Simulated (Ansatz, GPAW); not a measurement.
One calculation of CdS, 3 ways

```
Cd S
1.0
     0.00000    2.91650    2.91650
     2.91650    0.00000    2.91650
     2.91650    2.91650    0.00000
Cd S
1 1
Direct
  0.00000 0.00000 0.00000
  0.75000 0.75000 0.75000
```

Alike in all runs: task single point; functional PBE; k mesh 8 × 8 × 8; occupations gaussian, width 0.025 eV; no spin polarisation; no spin-orbit coupling. Pressure is positive in compression and, in plane waves, holds the error of the finite cutoff, which Ansatz's Pulay term estimates and takes out.

```csv
program and potentials,plane-wave cutoff (eV),notes,band gap (eV),pressure (GPa)
"Ansatz, Ansatz PAW",420,13 valence electrons an atom on average; Pulay term of +0.04 GPa included,1.15,2.85
"Ansatz, all-electron LAPW, scalar-relativistic",-,-,1.15,2.88
"GPAW, GPAW PAW data sets (gpaw-data 1.2.1)",600,9 valence electrons an atom on average,1.13,2.60
```

The band gap spans 1.13 (GPAW, GPAW PAW data sets (gpaw-data 1.2.1)) to 1.15 eV (Ansatz, all-electron LAPW, scalar-relativistic), with all-electron results at 1.15. The pressure spans 2.60 (GPAW, GPAW PAW data sets (gpaw-data 1.2.1)) to 2.88 GPa (Ansatz, all-electron LAPW, scalar-relativistic), with all-electron results at 2.88.

Differences between rows come from potentials, basis sets and numerical settings, since the functional is the same but for its coding. Runs on potential files found faulty are left out.

The three runs agree closely on the gap, so its size reflects the functional rather than the potentials. It lies far below the measured gap of zinc-blende CdS, which is well above 2 eV in kind with its yellow colour. The main cause is that a semilocal Kohn-Sham gap lacks the derivative discontinuity. PBE also places the Cd 4d states too high, which strengthens their repulsion with the S 3p states and pushes up the valence-band maximum.

The positive pressure in every row means that the PBE lattice would expand from this volume, in line with the functional's usual underbinding. Expansion would probably narrow the gap further, since it lowers the antibonding, cation-s-like conduction-band minimum relative to the valence-band top. The lower GPAW pressure may come from keeping Cd 4s and 4p in the core, as its electron count implies. A single volume of one polymorph doesn't settle the balance between zinc blende and wurtzite.
